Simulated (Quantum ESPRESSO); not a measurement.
KF under changes of volume

One of the cells (17.306 Å³/atom); the others are scaled copies at fixed shape and fractional positions:

```
CELL_PARAMETERS angstrom
3.25895 0.00000 0.00000
0.00000 3.25895 0.00000
0.00000 0.00000 3.25895
ATOMIC_POSITIONS crystal
K 0.00000 0.00000 0.00000
F 0.50000 0.50000 0.50000
```

The cell comes from a database or a generator and needn't be the stable form of this composition.

| Item | Value |
| --- | --- |
| Program | Quantum ESPRESSO 7.5 |
| Functional | PBE |
| Potentials or basis | SSSP 1.3 efficiency PBE |
| Cutoff | 816 eV |
| Density cutoff | 6531 eV |
| k mesh | 8 × 8 × 8 |
| Occupations | fermi-dirac, width 0.05 eV |
| Spin | no spin polarisation |

| volume (Å³/atom) | energy over the lowest point (meV/atom) | pressure (GPa) | gap on the mesh (eV) |
| --- | --- | --- | --- |
| 16.268 | 7.13 | 2.3 | 6.71 |
| 16.614 | 3.02 | 1.4 | 6.55 |
| 16.960 | 0.71 | 0.7 | 6.41 |
| 17.306 | 0.00 | 0.0 | 6.27 |
| 17.652 | 0.71 | -0.7 | 6.13 |
| 17.999 | ? | ? | ? |
| 18.345 | 5.78 | -1.7 | 5.88 |

Task: What does the run at 17.999 Å³/atom give?

Result: Energy over the lowest point 2.68 meV/atom; pressure -1.2 GPa; gap on the mesh 6.01 eV.

Worked out: A Birch-Murnaghan fit of order 3 (a polynomial in V^(-2/3)) to the other rows has its minimum at 17.30 Å³/atom with B0 = V·E''(V) = 33 GPa and B' = 4.9. It gives 2.69 meV/atom at 17.999 Å³/atom, against the run's 2.68, and -dE/dV = -1.2 GPa, against -1.2. A straight line through the other rows of the gap, of slope -6.9 eV per unit of ln V, gives 6.00 eV, against the run's 6.01.

Energies are extrapolated to zero smearing.

A mesh can miss the band edges.
